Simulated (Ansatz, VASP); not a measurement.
# Cross-check of W (W wire along [100], 24 atoms a period) between VASP and Ansatz, part 2 of 2

Aim: how closely do two programs agree when they are given the same cell, functional and k mesh? The structure shown is the start of the Ansatz relaxation below; VASP solves that cell, so the two are compared at the walk's first step.

VASP 6.6.1 and Ansatz 0.2.0.

So far: The structure; Ansatz: relaxation, PBE.

### 3. VASP: single point, PBE, start cell

Level of this step: PBE; plane waves and PAW (W) (VASP).

The same cell, functional, mesh and smearing now go to VASP, with its own data sets.

Lines of VASP's logs that name or quote its potential files are left out, and so is its time.

Contents of INCAR:

```
SYSTEM = W
PREC = Accurate
ENCUT = 520
EDIFF = 1E-06
NELM = 120
ISMEAR = -1
SIGMA = 0.05
LREAL = .FALSE.
ALGO = Normal
GGA = PE
NBANDS = 96
LASPH = .TRUE.
LORBIT = 11
LWAVE = .FALSE.
LCHARG = .FALSE.
ISIF = 2
GGA_COMPAT = .FALSE.
KPAR = 4
```

Contents of POSCAR:

```
W
1.0
   16.3100000000      0.0000000000      0.0000000000
    0.0000000000     16.3100000000      0.0000000000
    0.0000000000      0.0000000000      3.1700000000
W
24
Direct
    0.2084610668      0.3056407112      0.0000000000
    0.2084610668      0.5000000000      0.0000000000
    0.2084610668      0.6943592888      0.0000000000
    0.4028203556      0.3056407112      0.0000000000
    0.4028203556      0.5000000000      0.0000000000
    0.4028203556      0.6943592888      0.0000000000
    0.5971796444      0.3056407112      0.0000000000
    0.5971796444      0.5000000000      0.0000000000
    0.5971796444      0.6943592888      0.0000000000
    0.7915389332      0.3056407112      0.0000000000
    0.7915389332      0.5000000000      0.0000000000
    0.7915389332      0.6943592888      0.0000000000
    0.3056407112      0.2084610668      0.5000000000
    0.3056407112      0.4028203556      0.5000000000
    0.3056407112      0.5971796444      0.5000000000
    0.3056407112      0.7915389332      0.5000000000
    0.5000000000      0.2084610668      0.5000000000
    0.5000000000      0.4028203556      0.5000000000
    0.5000000000      0.5971796444      0.5000000000
    0.5000000000      0.7915389332      0.5000000000
    0.6943592888      0.2084610668      0.5000000000
    0.6943592888      0.4028203556      0.5000000000
    0.6943592888      0.5971796444      0.5000000000
    0.6943592888      0.7915389332      0.5000000000
```

Contents of KPOINTS:

```
Automatic mesh
0
Gamma
1 1 26
0 0 0
```

The projector-augmented-wave data sets are W (PBE family, release 64).

The run is started by

```console
mpirun -np 4 vasp_std
```

Numbers of over 12 decimals in the logs are rounded to 6 here.

What it wrote:

```text
[banner, memory and clock lines left out]
running    4 mpi-ranks, on    1 nodes
 distrk:  each k-point on    1 cores,    4 groups
 distr:  one band on    1 cores,    1 groups

 POSCAR found type information on POSCAR W
 POSCAR found :  1 types and      24 ions
|                                                                             |
|               ----> ADVICE to this user running VASP <----                  |
|                                                                             |
|     You have a (more or less) 'large supercell' and for larger cells it     |
|     might be more efficient to use real-space projection operators.         |
|     Therefore, try LREAL= Auto in the INCAR file.                           |
|     Mind: For very accurate calculation, you might also keep the            |
|     reciprocal projection scheme (i.e. LREAL=.FALSE.).                      |
|                                                                             |

 LDA part: xc-table for (Slater+PW92), standard interpolation
 POSCAR, INCAR and KPOINTS ok, starting setup
 FFT: planning ... GRIDC
 FFT: planning ... GRID_SOFT
 FFT: planning ... GRID
 WAVECAR not read
 entering main loop
       N       E                     dE             d eps       ncg     rms          rms(c)
DAV:   1     0.620901797927E+03    0.62090E+03   -0.54787E+04  2704   0.122E+03
DAV:   2    -0.191852371449E+03   -0.81275E+03   -0.74564E+03  3384   0.266E+02
DAV:   3    -0.296340607617E+03   -0.10449E+03   -0.98824E+02  3912   0.812E+01
DAV:   4    -0.304815759718E+03   -0.84752E+01   -0.80605E+01  4272   0.191E+01
DAV:   5    -0.305363118861E+03   -0.54736E+00   -0.53048E+00  4352   0.437E+00    0.826E+01
DAV:   6    -0.306475199070E+03   -0.11121E+01   -0.25468E+02  4448   0.336E+01    0.435E+01
DAV:   7    -0.325449855494E+03   -0.18975E+02   -0.54783E+02  5016   0.636E+01    0.309E+01
DAV:   8    -0.279601126881E+03    0.45849E+02   -0.25892E+02  4816   0.402E+01    0.136E+01
DAV:   9    -0.279306285031E+03    0.29484E+00   -0.34157E+01  4392   0.140E+01    0.999E+00
DAV:  10    -0.278886202941E+03    0.42008E+00   -0.33689E+00  4632   0.472E+00    0.712E+00
DAV:  11    -0.278686938252E+03    0.19926E+00   -0.67262E-01  4088   0.207E+00    0.414E+00
DAV:  12    -0.278568333196E+03    0.11861E+00   -0.23124E-01  4352   0.115E+00    0.173E+00
DAV:  13    -0.278545441453E+03    0.22892E-01   -0.22675E-01  4560   0.101E+00    0.513E-01
DAV:  14    -0.278543078724E+03    0.23627E-02   -0.30930E-02  4304   0.476E-01    0.192E-01
DAV:  15    -0.278544750123E+03   -0.16714E-02   -0.63373E-03  4056   0.209E-01    0.110E-01
DAV:  16    -0.278545423909E+03   -0.67379E-03   -0.10273E-03  3696   0.803E-02    0.729E-02
DAV:  17    -0.278545858135E+03   -0.43423E-03   -0.76863E-04  3200   0.627E-02    0.273E-02
DAV:  18    -0.278545947671E+03   -0.89535E-04   -0.18768E-04  4352   0.297E-02    0.125E-02
DAV:  19    -0.278546004869E+03   -0.57198E-04   -0.10107E-04  3160   0.220E-02    0.165E-02
DAV:  20    -0.278546007234E+03   -0.23645E-05   -0.10819E-05  3544   0.645E-03    0.553E-03
DAV:  21    -0.278546008946E+03   -0.17119E-05   -0.54110E-06  2584   0.543E-03    0.292E-03
DAV:  22    -0.278546008787E+03    0.15824E-06   -0.15679E-06  2272   0.278E-03
   1 F= -.27854601E+03 E0= -.27844673E+03  d E =-.198563E+00
```

OUTCAR, selected parts (step 3):

```text
ion  position               nearest neighbor table
   1  0.208  0.306  0.000-  13 2.75  14 2.75  13 2.75  14 2.75   2 3.17   4 3.17
   2  0.208  0.500  0.000-  14 2.75  15 2.75  14 2.75  15 2.75   3 3.17   5 3.17   1 3.17
   3  0.208  0.694  0.000-  15 2.75  16 2.75  15 2.75  16 2.75   2 3.17   6 3.17
   4  0.403  0.306  0.000-  13 2.75  14 2.75  17 2.75  18 2.75  13 2.75  14 2.75  17 2.75  18 2.75
                             7 3.17   1 3.17   5 3.17
   5  0.403  0.500  0.000-  14 2.75  15 2.75  18 2.75  19 2.75  14 2.75  15 2.75  18 2.75  19 2.75
                             2 3.17   4 3.17   6 3.17   8 3.17
   6  0.403  0.694  0.000-  15 2.75  16 2.75  19 2.75  20 2.75  15 2.75  16 2.75  19 2.75  20 2.75
                             9 3.17   3 3.17   5 3.17
   7  0.597  0.306  0.000-  17 2.75  18 2.75  21 2.75  22 2.75  17 2.75  18 2.75  21 2.75  22 2.75
                            10 3.17   4 3.17   8 3.17
   8  0.597  0.500  0.000-  18 2.75  19 2.75  22 2.75  23 2.75  18 2.75  19 2.75  22 2.75  23 2.75
                             5 3.17   7 3.17   9 3.17  11 3.17
   9  0.597  0.694  0.000-  19 2.75  20 2.75  23 2.75  24 2.75  19 2.75  20 2.75  23 2.75  24 2.75
                            12 3.17   6 3.17   8 3.17
  10  0.792  0.306  0.000-  21 2.75  22 2.75  21 2.75  22 2.75   7 3.17  11 3.17
  11  0.792  0.500  0.000-  22 2.75  23 2.75  22 2.75  23 2.75  10 3.17  12 3.17   8 3.17
  12  0.792  0.694  0.000-  23 2.75  24 2.75  23 2.75  24 2.75   9 3.17  11 3.17
  13  0.306  0.208  0.500-   1 2.75   4 2.75   1 2.75   4 2.75  14 3.17  17 3.17
  14  0.306  0.403  0.500-   1 2.75   2 2.75   4 2.75   5 2.75   1 2.75   2 2.75   4 2.75   5 2.75
                            15 3.17  18 3.17  13 3.17
  15  0.306  0.597  0.500-   2 2.75   3 2.75   5 2.75   6 2.75   2 2.75   3 2.75   5 2.75   6 2.75
                            16 3.17  19 3.17  14 3.17
  16  0.306  0.792  0.500-   3 2.75   6 2.75   3 2.75   6 2.75  15 3.17  20 3.17
  17  0.500  0.208  0.500-   4 2.75   7 2.75   4 2.75   7 2.75  21 3.17  13 3.17  18 3.17
  18  0.500  0.403  0.500-   4 2.75   5 2.75   7 2.75   8 2.75   4 2.75   5 2.75   7 2.75   8 2.75
                            14 3.17  17 3.17  19 3.17  22 3.17
  19  0.500  0.597  0.500-   5 2.75   6 2.75   8 2.75   9 2.75   5 2.75   6 2.75   8 2.75   9 2.75
                            15 3.17  18 3.17  20 3.17  23 3.17
  20  0.500  0.792  0.500-   6 2.75   9 2.75   6 2.75   9 2.75  24 3.17  16 3.17  19 3.17
  21  0.694  0.208  0.500-   7 2.75  10 2.75   7 2.75  10 2.75  17 3.17  22 3.17
  22  0.694  0.403  0.500-   7 2.75   8 2.75  10 2.75  11 2.75   7 2.75   8 2.75  10 2.75  11 2.75
                            21 3.17  23 3.17  18 3.17
  23  0.694  0.597  0.500-   8 2.75   9 2.75  11 2.75  12 2.75   8 2.75   9 2.75  11 2.75  12 2.75
                            22 3.17  24 3.17  19 3.17
  24  0.694  0.792  0.500-   9 2.75  12 2.75   9 2.75  12 2.75  20 3.17  23 3.17

  LATTYP: Found a simple tetragonal cell.
 ALAT       =    16.3100000000
 C/A-ratio  =     0.1943592888

 Subroutine GETGRP returns: Found 16 space group operations
 (whereof  8 operations were pure point group operations)

The static configuration has the point symmetry D_2h.
 The point group associated with its full space group is D_4h.

 Found     14 irreducible k-points:

   k-points           NKPTS =     14   k-points in BZ     NKDIM =     14   number of bands    NBANDS=     96

   dimension x,y,z NGX =   126 NGY =  126 NGZ =   24
   dimension x,y,z NGXF=   252 NGYF=  252 NGZF=   48

   ENCUT  =  520.0 eV  38.22 Ry    6.18 a.u.  30.33 30.33  5.89*2*pi/ulx,y,z

   NELECT =     144.0000    total number of electrons

 k-points in reciprocal lattice and weights: Automatic mesh
   0.00000000  0.00000000  0.00000000       0.038
   0.00000000  0.00000000  0.03846154       0.077
   0.00000000  0.00000000  0.07692308       0.077
   0.00000000  0.00000000  0.11538462       0.077
   0.00000000  0.00000000  0.15384615       0.077
   0.00000000  0.00000000  0.19230769       0.077
   0.00000000  0.00000000  0.23076923       0.077
   0.00000000  0.00000000  0.26923077       0.077
   0.00000000  0.00000000  0.30769231       0.077
[...]
0.00000000  0.00000000  0.46153846       0.077
   0.00000000  0.00000000  0.50000000       0.038

 average (electrostatic) potential at core
       1 -44.4080       2 -44.2801       3 -44.4080       4 -44.2992       5 -44.2466
       6 -44.2992       7 -44.2992       8 -44.2466       9 -44.2992      10 -44.4080
      11 -44.2801      12 -44.4080      13 -44.4080      14 -44.2992      15 -44.2992
      16 -44.4080      17 -44.2801      18 -44.2466      19 -44.2466      20 -44.2801
      21 -44.4080      22 -44.2992      23 -44.2992      24 -44.4080

 E-fermi :   1.3917

 k-point     1 :       0.0000    0.0000    0.0000
  band No.  band energies     occupation
    ...
     74       1.3426      1.45498
     75       1.3426      1.45498
     76       1.3531      1.36800
     77       1.3531      1.36800
     78       1.3615      1.29334
     79       1.4831      0.27691
     80       1.7259      0.00250
     81       1.7259      0.00250
     82       1.7314      0.00224
     83       1.7471      0.00164
    ...

 k-point     2 :       0.0000    0.0000    0.0385
  band No.  band energies     occupation
    ...
     73       1.3034      1.70803
     74       1.3034      1.70803
     75       1.3271      1.56913
     76       1.3271      1.56913
     77       1.3455      1.43190
     78       1.5003      0.20470
     79       1.5378      0.10229
     80       1.6521      0.01090
     81       1.6521      0.01090
     82       1.7490      0.00158
    ...

 k-point     3 :       0.0000    0.0000    0.0769
  band No.  band energies     occupation
    ...
     73       1.2397      1.90867
     74       1.2397      1.90867
     75       1.4216      0.70947
     76       1.4277      0.65526
     77       1.4277      0.65526
     78       1.5583      0.06902
     79       1.6400      0.01386
     80       1.6400      0.01386
     81       1.7414      0.00184
     82       1.7860      0.00075
    ...

  Total      -44.5509163    -44.5509163    -54.8594090     -0.0000000      0.0000000      0.0000000
  in kB      -84.6447524    -84.6447524   -104.2304283     -0.0000000      0.0000000      0.0000000
  external PRESSURE =     -91.1733111 kB  Pullay stress =       0.0000000 kB

  energy-cutoff  :      520.00
  volume of cell :      843.27
      direct lattice vectors                 reciprocal lattice vectors
    16.310000000  0.000000000  0.000000000     0.061312078  0.000000000  0.000000000
     0.000000000 16.310000000  0.000000000     0.000000000  0.061312078  0.000000000
     0.000000000  0.000000000  3.170000000     0.000000000  0.000000000  0.315457413

 POSITION                                       TOTAL-FORCE (eV/Angst)
 -----------------------------------------------------------------------------------
      3.40000      4.98500      0.00000         3.161524     -0.816091     -0.000000
      3.40000      8.15500      0.00000         1.701906     -0.000000     -0.000000
      3.40000     11.32500      0.00000         3.161524      0.816091     -0.000000
      6.57000      4.98500      0.00000        -0.146491     -1.783803     -0.000000
      6.57000      8.15500      0.00000         0.346674      0.000000      0.000000
      6.57000     11.32500      0.00000        -0.146491      1.783803     -0.000000
      9.74000      4.98500      0.00000         0.146491     -1.783803      0.000000
      9.74000      8.15500      0.00000        -0.346674      0.000000      0.000000
      9.74000     11.32500      0.00000         0.146491      1.783803      0.000000
     12.91000      4.98500      0.00000        -3.161524     -0.816091      0.000000
     12.91000      8.15500      0.00000        -1.701906      0.000000      0.000000
     12.91000     11.32500      0.00000        -3.161524      0.816091      0.000000
      4.98500      3.40000      1.58500        -0.816091      3.161524      0.000000
      4.98500      6.57000      1.58500        -1.783803     -0.146491      0.000000
      4.98500      9.74000      1.58500        -1.783803      0.146491      0.000000
      4.98500     12.91000      1.58500        -0.816091     -3.161524      0.000000
      8.15500      3.40000      1.58500        -0.000000      1.701906     -0.000000
      8.15500      6.57000      1.58500        -0.000000      0.346674      0.000000
      8.15500      9.74000      1.58500        -0.000000     -0.346674      0.000000
      8.15500     12.91000      1.58500        -0.000000     -1.701906      0.000000
     11.32500      3.40000      1.58500         0.816091      3.161524      0.000000
     11.32500      6.57000      1.58500         1.783803     -0.146491      0.000000
     11.32500      9.74000      1.58500         1.783803      0.146491      0.000000
     11.32500     12.91000      1.58500         0.816091     -3.161524      0.000000
 -----------------------------------------------------------------------------------
    total drift:                               -0.000000      0.000000      0.000000

  FREE ENERGIE OF THE ION-ELECTRON SYSTEM (eV)
  ---------------------------------------------------
  free  energy   TOTEN  =      -278.5460087874 eV

  energy  without entropy=     -278.3474455223  energy(sigma->0) =     -278.44672715

 total charge
# of ion       s       p       d       tot
------------------------------------------
    1        0.637   0.359   3.960   4.955
    2        0.624   0.385   3.979   4.988
    3        0.637   0.359   3.960   4.955
    4        0.680   0.680   4.123   5.483
    5        0.672   0.702   4.165   5.539
    6        0.680   0.680   4.123   5.483
    7        0.680   0.680   4.123   5.483
    8        0.672   0.702   4.165   5.539
    9        0.680   0.680   4.123   5.483
   10        0.637   0.359   3.960   4.955
   11        0.624   0.385   3.979   4.988
   12        0.637   0.359   3.960   4.955
   13        0.637   0.359   3.960   4.955
   14        0.680   0.680   4.123   5.483
   15        0.680   0.680   4.123   5.483
   16        0.637   0.359   3.960   4.955
   17        0.624   0.385   3.979   4.988
   18        0.672   0.702   4.165   5.539
   19        0.672   0.702   4.165   5.539
   20        0.624   0.385   3.979   4.988
   21        0.637   0.359   3.960   4.955
   22        0.680   0.680   4.123   5.483
   23        0.680   0.680   4.123   5.483
   24        0.637   0.359   3.960   4.955
--------------------------------------------------
tot         15.723  12.655  97.240 125.619

[... 3 further parts left out ...]
```

The data set W keeps the semicore shell frozen, which is cheaper and a little less accurate.

### 4. Side by side

Known differences besides the potentials themselves: the data sets hold 336 valence electrons in Ansatz (on its PAW soft_1 files) and 144 in VASP; the cutoff is 420 eV in Ansatz and 520 eV in VASP. Total energies have different zeros and are not compared.

Forces on 7 of the 24 atoms, those with the largest forces and the largest differences (eV/Å; atoms numbered as in POSCAR):

```csv
atom,"Ansatz x, y, z","VASP x, y, z"
W1,"2.917, -0.837, 0.000","3.162, -0.816, 0.000"
W3,"2.917, 0.837, 0.000","3.162, 0.816, 0.000"
W10,"-2.917, -0.837, 0.000","-3.162, -0.816, 0.000"
W12,"-2.917, 0.837, 0.000","-3.162, 0.816, 0.000"
W13,"-0.837, 2.917, 0.000","-0.816, 3.162, 0.000"
W16,"-0.837, -2.917, 0.000","-0.816, -3.162, 0.000"
W21,"0.837, 2.917, 0.000","0.816, 3.162, 0.000"
```

The forces differ by 100 meV/Å r.m.s., which is 7.6 % of the r.m.s. force of 1.307 eV/Å (both taken over all components).

### 5. What came out

```yaml
r_m_s_force_difference_single_point_pbe_start_cell: 7.6 % of the r.m.s. force
```

In words: The r.m.s. force difference is 7.6 % of the r.m.s. force (single point, PBE, start cell), beyond the 3 % picked in this series as the mark of a large difference. The data sets hold unlike numbers of valence electrons (336 in Ansatz and 144 in VASP), so part of the differences comes from the potentials. What causes the difference of the single point, PBE, start cell pair stays open here. VASP runs on this material, other cells of it included, that failed, so that no pair exists: single point, PBE (timeout). Such differences can come from data sets, numerical settings and the points named under the comparisons, not from the functional's error against experiment.

[Lines on the potential files, build, host, timing and source positions are cut from VASP's logs without a mark.]

[Logs are printed without paths, hosts, clocks, repeated set-up lines and the standing remarks that a program may print on its own settings, such as how far it seeks lower states.]

[Hosts, paths, dates, database ids (printed as entryN), source tags and the programs' standing remarks are cut or masked in the printed files.]
